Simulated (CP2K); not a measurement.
SnO2 (Cassiterite) under changes of volume

One of the cells (11.922 Å³/atom); the others are scaled copies at fixed shape and fractional positions:

```
CELL_PARAMETERS angstrom
4.73800 0.00000 0.00000
0.00000 4.73800 0.00000
0.00000 0.00000 3.18650
ATOMIC_POSITIONS crystal
Sn 0.50000 0.50000 0.50000
Sn 0.00000 0.00000 0.00000
O 0.80710 0.19290 0.50000
O 0.69290 0.69290 0.00000
O 0.19290 0.80710 0.50000
O 0.30710 0.30710 0.00000
```

| Quantity | Value |
| --- | --- |
| Program | CP2K 2026.2 |
| Functional | PBEsol |
| Potentials or basis | POTENTIAL_UZH Sn GTH-PBE-q4, O GTH-PBE-q6; TZVP-MOLOPT-PBE-GTH basis |
| Density cutoff | 8163 eV |
| k mesh | 6 × 6 × 8 |
| Occupations | fermi-dirac, width 0.05 eV |
| Spin | no spin polarisation |

| volume (Å³/atom) | energy over the lowest point (meV/atom) | pressure (GPa) | gap on the mesh (eV) | largest force (eV/Å) |
| --- | --- | --- | --- | --- |
| 11.207 | 120.75 | 28.5 | 3.22 | 0.554 |
| 11.445 | 82.30 | 22.7 | 2.98 | 0.460 |
| 11.684 | 52.43 | 17.5 | 2.75 | 0.374 |
| 11.922 | 29.95 | 12.8 | 2.54 | 0.294 |
| 12.161 | 14.15 | 8.5 | 2.34 | 0.219 |
| 12.399 | ? | ? | ? | ? |
| 12.637 | 0.00 | 1.2 | 1.97 | 0.085 |

**Question.** What does the run at 12.399 Å³/atom give?

**Answer.** Energy over the lowest point 4.37 meV/atom; pressure 4.7 GPa; gap on the mesh 2.15 eV; largest force 0.149 eV/Å.

Worked out: A Birch-Murnaghan fit of order 3 (a polynomial in V^(-2/3)) to the other rows has its minimum at 12.74 Å³/atom, just outside them, with B0 = V·E''(V) = 162 GPa and B' = 5.1 at fixed shape and positions, which overstates the stiffness. It gives 4.43 meV/atom at 12.399 Å³/atom, against the run's 4.37, and -dE/dV = 4.7 GPa, against 4.7. A parabola through the other rows of the gap, of slope -9.56 eV per unit of ln V (its deformation potential) there, gives 2.15 eV, against the run's 2.15.

Energies are extrapolated to zero smearing.

Caveats: the potentials were made for another functional, which shifts forces and pressure; spin-orbit coupling is left out, which moves the levels of the heavy elements; the basis of atomic orbitals isn't converged, which shifts pressures, moduli and gaps.

A mesh can miss the band edges.
